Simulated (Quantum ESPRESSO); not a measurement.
# BAs, zinc blende: the electronic dielectric constant against change of volume

How does ε∞, from linear response (ph.x, fixed occupations, ions clamped), follow the change of volume?

Calculated with Quantum ESPRESSO 7.5, PBEsol, GBRV 1.5 ultrasoft potentials, cutoff 680 eV, Fermi–Dirac smearing 0.02 eV, k-mesh 10×10×10, no spin polarisation, no spin-orbit coupling.

Reference cell, relaxed at zero pressure with PBEsol (F-43m): a = 3.3798 Å, b = 3.3798 Å, c = 3.3798 Å, α = 60.00°, β = 60.00°, γ = 60.00°.

```
atom       x       y       z
  As  0.7500  0.7500  0.7500
   B  0.0000  0.0000  0.0000
```

```
change of volume (%)  V (Å³/atom)      ε∞  gap (eV)
                  −6       12.831   9.758     1.017
                  −4       13.104   9.832     1.039
                  −2       13.377   9.911     1.060
                   0       13.650   9.997     1.081
                   4       14.196  10.190     1.120
                   6       14.469  10.297     1.138
```

**Question.** Give the ε∞ and the long-wavelength refractive index at x = 2, a row left out above (x is the first column).

Least squares with ε = e0 + e1 x + e2 x² gives e0 = 9.9973, e1 = 0.044864 and e2 = 0.0008417. At x = 2 this is 10.090, so n = √ε = 3.177. The run itself gives 10.089, so the estimate misses by 0.001, a rounding's worth.

Along the table the mean ε∞ and the gap move the same way, so the smallest gap doesn't set the screening here. Semilocal functionals tend to give ε∞ too large, the k-mesh wasn't converged for it (a zone-centred mesh of this size overestimates it where the gap is small), and polar lattice vibrations add to the static constant, which isn't calculated here.

[Logs are printed without paths, hosts, clocks, repeated set-up lines and the standing remarks that a program may print on its own settings, such as how far it seeks lower states.]
